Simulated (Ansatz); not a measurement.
# Si films: biaxial stress and wafer bow

Plane-wave DFT in Ansatz, LDA, scalar-relativistic PAW potentials, cutoff 420 eV, no spin-orbit coupling; no spin polarisation. Si in space group P6_3/mmc, which needn't be the usual phase of this composition, strained equally along a and b of the conventional cell, with c and the atoms relaxed within the symmetry (a film with c along the normal). Stress is the in-plane mean, tension positive.

```tsv
strain (%)	stress (GPa)	E − E(0) (meV/atom)
-4.5	-11.66	61.3
-3.0	?	26.7
-1.5	-3.62	6.5
+0.0	0.00	0.0
+1.5	3.31	6.2
+3.0	6.28	24.3
+4.5	8.91	53.1
```

Q: Fit the stress, get the biaxial modulus and predict the missing row.

A: A parabola through the given rows is σ = 0.00 + 2.289 ε -0.0678 ε² GPa (ε in %), so M = dσ/dε = 229 GPa at zero. It predicts -7.48 GPa at -3.0 %; the run gave -7.55 GPa. The miss is 0.07 GPa, so the fit holds. The negative square term means that the film is stiffer in compression than in tension. The energies check it: E/V = Mε² at small strain, and a cubic fit with V = 19.68 Å³/atom gives M = 230 GPa, in agreement.

Q: How much does a 20 nm film at -0.3 % strain bow a 300 mm Si(001) wafer 775 μm thick?

A: The fit, without its small constant, gives σ = -0.69 GPa. Stoney's formula, κ = 6σt_f/(M_s t_s²) with M_s = 180.5 GPa for Si(001) (literature), gives |κ| = 0.76×10⁻³ m⁻¹ and a bow κr²/2 = 8.6 μm at r = 150 mm, with the film side convex (compression pushes the centre up). This assumes a single-crystal or fully textured, unrelaxed film at 0 K.

The gap is zero at -4.5 % and open in the other rows; where it is zero the stresses hang on mesh and smearing, and a semilocal functional can close a small gap that the real crystal has.

Cost: about 3 core-minutes for the runs cited, on Arm Neoverse V1 (shared hosts).